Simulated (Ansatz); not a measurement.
Crystal: SiNi.

```
CELL_PARAMETERS angstrom
4.50369 0.00000 0.00000
0.00000 4.50369 0.00000
0.00000 0.00000 4.50369
ATOMIC_POSITIONS crystal
Ni 0.14950 0.14950 0.14950
Ni 0.64950 0.35050 0.85050
Ni 0.85050 0.64950 0.35050
Ni 0.35050 0.85050 0.64950
Si 0.84683 0.84683 0.84683
Si 0.34683 0.65317 0.15317
Si 0.15317 0.34683 0.65317
Si 0.65317 0.15317 0.34683
```

The cell is a database's computed one.

| Property | Result |
| --- | --- |
| Program | Ansatz 0.2.0 |
| Task | relaxation of cell and atoms |
| Functional | LDA |
| Potentials or basis | Ansatz PAW |
| Cutoff | 420 eV (not typed: the program's choice for these potentials) |
| k mesh | 6 × 6 × 6 |
| Occupations | fermi-dirac, width 0.05 eV |
| Spin | collinear spin, ferromagnetic start |
| Starting moments | [1.0, 1.0, 1.0, 1.0, 0.0, 0.0, 0.0, 0.0] μB |

At the start: volume 11.42 Å³/atom.

Task: How do energy, volume and symmetry change on relaxing?

Result: It ends after 5 steps and the volume is 10.87 Å³/atom (-4.8 %); space group P2_13 (No. 198, to 0.05 Å); moment 0.00 μB per cell.

The path:
| step | energy change (eV) | largest force (eV/Å) | volume (Å³) |
| --- | --- | --- | --- |
| 1 | 0.0000 | 0.0629 | 91.35 |
| 2 | -0.1115 | 0.0351 | 88.83 |
| 3 | -0.1391 | 0.0114 | 86.75 |
| 4 | -0.1393 | 0.0053 | 86.95 |
| 5 | -0.1373 | 0.0054 | 86.95 |

Final structure:
```
Ni Si
1.0
     4.43016    0.00000    0.00000
     0.00000    4.43016    0.00000
     0.00000    0.00000    4.43016
Ni Si
4 4
Direct
  0.14891 0.14891 0.14891
  0.64891 0.35109 0.85109
  0.85109 0.64891 0.35109
  0.35109 0.85109 0.64891
  0.84626 0.84626 0.84626
  0.34626 0.65374 0.15374
  0.15374 0.34626 0.65374
  0.65374 0.15374 0.34626
```

Caveat: the plane-wave basis is chosen anew once the cell has moved, so the energies of steps on either side of that aren't comparable; the PAW data sets come from PBE, with cores solved anew for the run's functional, which leaves a small shift of forces and pressure; the starting moments weren't kept.
